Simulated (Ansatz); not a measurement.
Runs of Ansatz 0.2.0 on SnO. Symmetry: P4/nmm, No. 129, tetragonal system. Conventional cell: a = 3.814 Å, b = 3.814 Å, c = 4.887 Å, α = 90.00°, β = 90.00°, γ = 90.00°. Around Sn (site symmetry 4mm) lie 4 O at 2.23 Å. O (site symmetry -4m2) has 4 Sn at 2.23 Å as nearest neighbours. The cell is a database's computed one.

```tsv
task	level	potentials or basis	cell	k mesh	cutoff (eV)	smearing	mesh quality	gap on the mesh (eV)	pressure (GPa)	V0 of scaled cells (Å³/atom)	relaxed volume (Å³/atom)	B0 (GPa)
Born charges and dielectric tensor	LDA	Ansatz PAW	as given	7 × 7 × 6	420	fixed	not flagged	0.45	-	-	-	-
single point	PBE	Ansatz PAW	as given	7 × 7 × 6	420	gaussian 0.028 eV	not flagged	0.37	3.6	-	-	-
relaxation of cell and atoms	HSE03	Ansatz PAW	relaxed	4 × 4 × 3	420	fermi-dirac 0.05 eV	coarse	0.64	-	-	(b)	-
relaxation of cell and atoms	PBE	Ansatz PAW	relaxed	7 × 7 × 6	420	fermi-dirac 0.05 eV	not flagged	0.71	0.0	-	18.95	-
equation of state	PBE	Ansatz PAW soft_1	as given	7 × 7 × 6	420	fermi-dirac 0.05 eV	not flagged	-	-	(a)	-	84
equation of state	PBE	SPMS NC	as given	7 × 7 × 6	1034	fermi-dirac 0.05 eV	not flagged	-	-	18.50	-	84
relaxation of cell and atoms	PBEsol+D4	Ansatz PAW	relaxed	7 × 7 × 6	420	fermi-dirac 0.05 eV	not flagged	-	0.0	-	16.49	-
relaxation of cell and atoms	RPBE	Ansatz PAW	relaxed	7 × 7 × 6	420	fermi-dirac 0.05 eV	not flagged	(c)	0.0	-	21.66	-
```

Alike in all rows: no spin polarisation.

Problem. Estimate the missing entries.

Solution. (a) 18.47; (b) 18.20; (c) 1.58.

Caveats: some runs use coarse meshes; spin-orbit coupling is left out, which moves the levels of the heavy elements (some runs); odd divisions of the mesh miss points on the zone boundary, where band edges often lie, so the gap on the mesh can be too wide (some runs); the PAW data sets come from PBE, with cores solved anew for the run's functional, which leaves a small shift of forces and pressure (some runs); the plane-wave basis is chosen anew once the cell has moved, so the energies of steps on either side of that aren't comparable (some runs); the cell was scaled at fixed shape and fractional positions, which overstates the stiffness of a crystal with free parameters, most of all of layers and chains (some runs); the gap is small at this level, which inflates the dielectric constant (some runs); the potentials were made for another functional, which shifts forces and pressure (some runs).

A k mesh can miss the band edges, and the runs leave out spin-orbit coupling on Sn.

Not every run made on this cell is shown here.
